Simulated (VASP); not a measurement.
The system is TiS2.

```
Ti S
1.0
     3.41200    0.00000    0.00000
    -1.70600    2.95488    0.00000
     0.00000    0.00000    5.69500
Ti S
1 2
Direct
  0.00000 0.00000 0.00000
  0.33333 0.66667 0.25000
  0.66667 0.33333 0.75000
```

```yaml
Program: VASP 6.6.1
Task: relaxation of cell and atoms
Functional: PBEsol
Potentials_or_basis: VASP PAW PBE potentials, release 64 (Ti_sv, S)
Cutoff: 600 eV
k_mesh: 12 × 12 × 7
Occupations: methfessel-paxton, width 0.1 eV
Spin: no spin polarisation
```

At the start: pressure -3.5 GPa; volume 19.14 Å³/atom.

Problem. Where does the relaxation end?

Solution. Over 18 steps the energy falls by 9.0 meV/atom and the volume is 18.31 Å³/atom (-4.3 %); space group P-3m1 (No. 164, to 0.05 Å).

The path:
| step | energy change (eV) | largest force (eV/Å) | pressure (GPa) | volume (Å³) |
| --- | --- | --- | --- | --- |
| 1 | 0.0000 | 0.2711 | -3.46 | 57.42 |
| 2 | -0.0025 | 0.5656 | 3.64 | 54.05 |
| 3 | -0.0228 | 0.1438 | -0.02 | 55.64 |
| 4 | -0.0261 | 0.0692 | -0.03 | 55.44 |
| 5 | -0.0268 | 0.0095 | -0.02 | 55.29 |
| 6 | -0.0268 | 0.0123 | 0.00 | 55.30 |
| 7 | -0.0268 | 0.0152 | 0.00 | 55.31 |
| 8 | -0.0269 | 0.0084 | -0.08 | 55.31 |
| 9 | -0.0269 | 0.0004 | -0.15 | 55.32 |
| 10 | -0.0269 | 0.0000 | -0.15 | 55.31 |
| 11 | -0.0269 | 0.0003 | -0.15 | 55.29 |
| 12 | -0.0269 | 0.0002 | -0.14 | 55.26 |
| 13 | -0.0270 | 0.0002 | -0.13 | 55.19 |
| 14 | -0.0270 | 0.0001 | -0.12 | 55.05 |
| 15 | -0.0270 | 0.0010 | -0.08 | 54.77 |
| 16 | -0.0271 | 0.0005 | -0.07 | 54.93 |
| 17 | -0.0271 | 0.0000 | -0.09 | 54.98 |
| 18 | -0.0271 | 0.0083 | -0.01 | 54.93 |

Final structure:
```xyz
3
Lattice="3.3494 0.0000 0.0000 -1.6747 2.9007 0.0000 0.0000 0.0000 5.6543" Properties=species:S:1:pos:R:3 pbc="T T T"
Ti    0.0000    0.0000    0.0000
S     0.0000    1.9338    1.4262
S     1.6747    0.9669    4.2281
```

Caveat: the PAW data sets were made with another functional, which shifts forces and pressure a little.
